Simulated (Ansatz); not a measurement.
Here is an Ansatz 0.2.0 calculation.

Contents of input.yaml:

```yaml
crystal:
  lattice:
    - [4.160937, 0.0, 0.0]
    - [0.0, 4.160937, 0.0]
    - [0.0, 0.0, 3.887643]
  atoms:
    - { symbol: Cu, position: [0.5, 0.0, 0.5] }
    - { symbol: Cu, position: [0.0, 0.5, 0.5] }
    - { symbol: Cu, position: [0.0, 0.0, 0.0] }
    - { symbol: O, position: [0.0, 0.0, 0.5] }
    - { symbol: O, position: [0.5, 0.0, 0.0] }
    - { symbol: O, position: [0.0, 0.5, 0.0] }
hamiltonian:
  xc: pbe
  pseudopotentials: { kind: paw }
  dispersion: d3bjatm
kpoints:
  mp_grid: { grid: [7, 7, 7] }
scf:
  occupations: { method: fermi_dirac, width: 0.05 }
output:
  forces: true
  stress: true
  eigenvalues: true
relax:
  f_tol: 0.01
  max_steps: 40
  cell: { stress_tol: 0.05 }
```

Potentials or basis: Ansatz PAW.

Command:

```console
$ ansatz run input.yaml --threads 2 --pin off --max-ram 5632MiB --backend cpu --events-out ev --progress --plain --runs-dir out
```

(1) Estimate the relaxed volume.

(2) Estimate the band gap on the k mesh.

(3) Predict the space group after relaxing (to 0.05 Å).

Results:

(1) 11.11 Å³/atom.

(2) none (metal or under the smearing width).

(3) P4/mmm (No. 123).

Caveat: the pressure holds a Pulay correction of +0.7 GPa for the finite cutoff; an odd number of electrons without spin polarisation forces a metal; a magnetic or distorted state may lie lower; the run has no spin polarisation, though such a crystal can be magnetic; semilocal functionals often make such compounds metallic where correlation or magnetic order opens a gap, which also shifts bond lengths; pairwise dispersion overbinds metals, which lowers pressure and volume.
